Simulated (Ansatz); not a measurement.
# Ru (Ruthenium): the cost of one run

Program: Ansatz 0.2.0. Level of theory: DFT r2SCAN, scalar-relativistic, plane waves, PAW. These are calculated values, not measurements.

1 further run of the same task is left out (set aside as unsound or not needed).

### 1 The starting structure

It takes space group P6_3/mmc (No. 194, hexagonal). Conventional cell: a = 2.702 Å, b = 2.702 Å, c = 4.266 Å, α = 90.00°, β = 90.00°, γ = 120.00°. Ru (site symmetry -6m2) has 12 Ru at 2.64 to 2.70 Å as nearest neighbours.

Coordinates:

```
Ru
1.0
     2.70235    0.00000    0.00000
    -1.35117    2.34030    0.00000
     0.00000    0.00000    4.26597
Ru
2
Direct
  0.33333 0.66667 0.25000
  0.66667 0.33333 0.75000
```

It is the result of an earlier relaxation at this level (volume 13.49 Å³/atom; gap on the mesh: none (metal)).

### 2 Relaxing to 0.001 eV/Å, with the smearing for a metal

The response runs start from a cell at rest, found with their own mesh and filling of the bands.

File input.yaml:

```yaml
crystal:
  lattice:
    - [2.7023482466, 0.0, 0.0]
    - [-1.3511741233, 2.3403022314, 0.0]
    - [0.0, 0.0, 4.2659655344]
  atoms:
    - { symbol: Ru, position: [0.3333333333, 0.6666666667, 0.25] }
    - { symbol: Ru, position: [0.6666666667, 0.3333333333, 0.75] }
basis:
  ecutwfc: 500
kpoints:
  mp_grid: { grid: [18, 18, 10] }
hamiltonian:
  xc: r2scan
scf:
  occupations: { method: fermi_dirac, width: 0.15 }
output:
  forces: true
  stress: true
  eigenvalues: true
relax:
  adjacent_minimum: "off"
  f_tol: 0.001
  max_steps: 60
  cell: { stress_tol: 0.01 }
```

The run is started by

```
ansatz run input.yaml --threads 1 --pin off --max-ram 2560MiB --backend cpu --events-out ev --progress --plain --runs-dir out
```

**Question.** How long does this run take on 1 thread of Arm Neoverse V1, shared host, and how much memory does it need?

About 61 s, with a peak of 0.46 GiB.
